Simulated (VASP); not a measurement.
Calculation: PBE GGA with D4 dispersion, VASP's PBE PAW potentials (set 64) (plane waves; VASP).

VASP ran on this input.

### POSCAR
```
CaF2
3.8012430
  0.0000000000   0.7071067109   0.7071067109
  0.7071067109   0.0000000000   0.7071067109
  0.7071067109   0.7071067109   0.0000000000
Ca F
1 2
Cart
  0.0000000000   0.0000000000   0.0000000000
  0.3535533554   0.3535533554   0.3535533554
  1.0606600663   1.0606600663   1.0606600663
```

File KPOINTS:
```
kpoints
0
Gamma
 7 7 7
0 0 0
```

### INCAR
```
# general
SYSTEM = CaF2
PREC   = Accurate
ENCUT  = 520   # plane-wave cut-off (eV)
LREAL  = F
LASPH  = T   # aspherical one-centre terms

# electronic loop
EDIFF  = 1E-7   # SCF stop (eV)
NELM   = 100
ALGO   = Normal   # blocked Davidson

# smearing
ISMEAR = 0   # Gaussian
SIGMA  = 0.05   # width (eV)

# functional
GGA    = PE
IVDW   = 13

# ions
ISIF   = 2

# output
LWAVE  = F
LCHARG = F
```

POTCAR, in this order: Ca_sv F (PBE.64 set). Program: vasp_std.

Output

OUTCAR:
```
 ion  position               nearest neighbor table
   1  0.000  0.000  0.000-   3 2.33   3 2.33   3 2.33   2 2.33   3 2.33   2 2.33   2 2.33   2 2.33
  LATTYP: Found a face centered cubic cell.
 ALAT       =     5.3757688700
 Subroutine PRICEL returns:
 Original cell was already a primitive cell.
 Subroutine GETGRP returns: Found 48 space group operations
The static configuration has the point symmetry O_h .
The dynamic configuration has the point symmetry O_h .
 Subroutine INISYM returns: Found 48 space group operations
 Subroutine IBZKPT returns following result:
 Found     20 irreducible k-points:

 Following reciprocal coordinates:
            Coordinates               Weight
  0.000000  0.000000  0.000000      1.000000
  0.142857  0.000000  0.000000      8.000000
  0.285714  0.000000  0.000000      8.000000
  0.428571  0.000000  0.000000      8.000000
  0.142857  0.142857  0.000000      6.000000
  0.285714  0.142857  0.000000     24.000000
  0.428571  0.142857  0.000000     24.000000
 -0.428571  0.142857  0.000000     24.000000
 -0.285714  0.142857  0.000000     24.000000
 -0.142857  0.142857  0.000000     12.000000
  0.285714  0.285714  0.000000      6.000000
  0.428571  0.285714  0.000000     24.000000
 -0.428571  0.285714  0.000000     24.000000
 -0.285714  0.285714  0.000000     12.000000
  0.428571  0.428571  0.000000      6.000000
 -0.428571  0.428571  0.000000     12.000000
  0.428571  0.285714  0.142857     24.000000
 -0.428571  0.285714  0.142857     48.000000
 -0.428571  0.428571  0.142857     24.000000
 -0.285714  0.428571  0.142857     24.000000
   k-points           NKPTS =     20   k-points in BZ     NKDIM =     20   number of bands    NBANDS=     16
   number of dos      NEDOS =    301   number of ions     NIONS =      3
   total plane-waves  NPLWV =  21952
   dimension x,y,z NGX =    28 NGY =   28 NGZ =   28
   dimension x,y,z NGXF=    56 NGYF=   56 NGZF=   56
   ions per type =               1   2
   PREC   = accura    normal or accurate (medium, high low for compatibility)
   ISTART =      0    job   : 0-new  1-cont  2-samecut
   ICHARG =      2    charge: 1-file 2-atom 10-const
   ISPIN  =      1    spin polarized calculation?
   LNONCOLLINEAR =      F non collinear calculations
   LSORBIT =      F    spin-orbit coupling
   INIWAV =      1    electr: 0-lowe 1-rand  2-diag
   ENCUT  =  520.0 eV  38.22 Ry    6.18 a.u.   7.07  7.07  7.07*2*pi/ulx,y,z
   NELM   =    100;   NELMIN=  2; NELMDL= -5     # of ELM steps
   EDIFF  = 0.1E-06   stopping-criterion for ELM
   LREAL  =      F    real-space projection
   NLSPLINE    = F    spline interpolate recip. space projectors
   LMAXMIX     =    2 max onsite mixed and CHGCAR
   VOSKOWN=      0    Vosko Wilk Nusair interpolation
   EDIFFG = 0.1E-05   stopping-criterion for IOM
   NSW    =      0    number of steps for IOM
   NBLOCK =      1;   KBLOCK =      1    inner block; outer block
   IBRION =     -1    ionic relax: 0-MD 1-quasi-New 2-CG
   NFREE  =      0    steps in history (QN), initial steepest desc. (CG)
   ISIF   =      2    stress and relaxation
   ISYM   =      2    0-nonsym 1-usesym 2-fastsym
   TEIN   =    0.0    initial temperature
   TEBEG  =    0.0;   TEEND  =   0.0 temperature during run
   SMASS  =  -3.00    Nose mass-parameter (am)
   PSTRESS=    0.0 pullay stress
   NELECT =      24.0000    total number of electrons
   EFERMI =   0.00;   METHOD = LEGACY
   ISMEAR =     0;   SIGMA  =   0.05  broadening in eV -4-tet -1-fermi 0-gaus
   IALGO  =     38    algorithm
   LDIAG  =      T    sub-space diagonalisation (order eigenvalues)
   IMIX   =      4    mixing-type and parameters
     AMIX     =   0.40;   BMIX     =  1.00
     AMIX_MAG =   1.60;   BMIX_MAG =  1.00
     AMIN     =   0.10
...
```

OSZICAR:
```
       N       E                     dE             d eps       ncg     rms          rms(c)
DAV:   1     0.223337950492E+03    0.22334E+03   -0.14186E+04   648   0.155E+03
DAV:   2    -0.907886578341E+01   -0.23242E+03   -0.22758E+03   808   0.391E+02
DAV:   3    -0.182513330357E+02   -0.91725E+01   -0.91661E+01   672   0.886E+01
DAV:   4    -0.185662728548E+02   -0.31494E+00   -0.31485E+00  1120   0.128E+01
DAV:   5    -0.185684070197E+02   -0.21342E-02   -0.21342E-02   656   0.116E+00    0.799E+00
DAV:   6    -0.172430540556E+02    0.13254E+01   -0.70252E+00   664   0.192E+01    0.303E+00
DAV:   7    -0.172461431149E+02   -0.30891E-02   -0.18016E-01   840   0.387E+00    0.164E+00
DAV:   8    -0.172637605427E+02   -0.17617E-01   -0.34006E-02   816   0.228E+00    0.189E-01
DAV:   9    -0.172676447120E+02   -0.38842E-02   -0.72208E-03   784   0.699E-01    0.129E-01
DAV:  10    -0.172684592900E+02   -0.81458E-03   -0.12154E-03   840   0.259E-01    0.420E-02
DAV:  11    -0.172684728637E+02   -0.13574E-04   -0.12142E-04   760   0.112E-01    0.140E-02
DAV:  12    -0.172684787514E+02   -0.58877E-05   -0.23440E-05   864   0.470E-02    0.278E-03
DAV:  13    -0.172684791021E+02   -0.35071E-06   -0.20465E-06   800   0.131E-02    0.220E-03
DAV:  14    -0.172684789518E+02    0.15031E-06   -0.30457E-07   808   0.479E-03    0.698E-04
DAV:  15    -0.172684789146E+02    0.37213E-07   -0.20041E-08   592   0.144E-03
   1 F= -.17591032E+02 E0= -.17591032E+02  d E =-.240747E-18
```

OUTCAR:
```
------------------------ aborting loop because EDIFF is reached ----------------------------------------
  Edisp (eV):   -0.32255
  FORCE on cell =-STRESS in cart. coord.  units (eV):
  Direction    XX          YY          ZZ          XY          YZ          ZX
  --------------------------------------------------------------------------------------
  Total       1.40594     1.40594     1.40594    -0.00000     0.00000     0.00000
  in kB      57.99835    57.99835    57.99835    -0.00000     0.00000     0.00000
  external pressure =       58.00 kB  Pullay stress =        0.00 kB
  volume of cell :       38.84
      direct lattice vectors                 reciprocal lattice vectors
     0.000000000  2.687884435  2.687884435    -0.186019902  0.186019902  0.186019902
     2.687884435  0.000000000  2.687884435     0.186019902 -0.186019902  0.186019902
     2.687884435  2.687884435  0.000000000     0.186019902  0.186019902 -0.186019902
 POSITION                                       TOTAL-FORCE (eV/Angst)
 -----------------------------------------------------------------------------------
      0.00000      0.00000      0.00000         0.000000      0.000000      0.000000
      1.34394      1.34394      1.34394         0.000000      0.000000      0.000000
      4.03183      4.03183      4.03183        -0.000000     -0.000000     -0.000000
 -----------------------------------------------------------------------------------
    total drift:                                0.000000      0.000000      0.000000
  FREE ENERGIE OF THE ION-ELECTRON SYSTEM (eV)
  ---------------------------------------------------
  free  energy   TOTEN  =       -17.5910319653 eV

  energy  without entropy=      -17.5910319653  energy(sigma->0) =      -17.59103197
```
(Selected blocks of OUTCAR.)

The compound is CaF2 in the fluorite structure. This cell is one point of a volume scan, at 0.94 of the reference volume.
